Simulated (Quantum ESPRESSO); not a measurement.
Au under changes of volume

One of the cells (16.855 Å³/atom); the others are scaled copies at fixed shape and fractional positions:

```xyz
1
Lattice="0.0000 2.0350 2.0350 2.0350 0.0000 2.0350 2.0350 2.0350 0.0000" Properties=species:S:1:pos:R:3 pbc="T T T"
Au    0.0000    0.0000    0.0000
```

| Item | Value |
| --- | --- |
| Program | Quantum ESPRESSO 7.5 |
| Functional | r2SCAN |
| Dispersion | D3(BJ) |
| Potentials or basis | SG15 PBE 1.2 |
| Cutoff | 952 eV |
| Density cutoff | 3810 eV |
| k mesh | 8 × 8 × 8 |
| Occupations | fermi-dirac, width 0.05 eV |
| Spin | no spin polarisation |

```csv
volume (Å³/atom),energy over the lowest point (meV/atom),pressure (GPa)
15.843,90.02,20.3
16.181,52.96,14.8
16.518,26.60,10.0
16.855,?,?
17.192,1.25,2.1
17.529,0.00,-1.1
17.866,5.18,-4.0
```

**Question.** What does the run at 16.855 Å³/atom give?

**Answer.** Energy over the lowest point 9.77 meV/atom; pressure 5.8 GPa.

Worked out: A Birch-Murnaghan fit of order 3 (a polynomial in V^(-2/3)) to the other rows has its minimum at 17.42 Å³/atom with B0 = V·E''(V) = 164 GPa and B' = 5.6. It gives 9.79 meV/atom at 16.855 Å³/atom, against the run's 9.77, and -dE/dV = 6.0 GPa, against 5.8.

Energies are extrapolated to zero smearing.

Caveats: the potentials were made for another functional, which shifts forces and pressure; pairwise dispersion overbinds metals, which lowers pressure and volume.
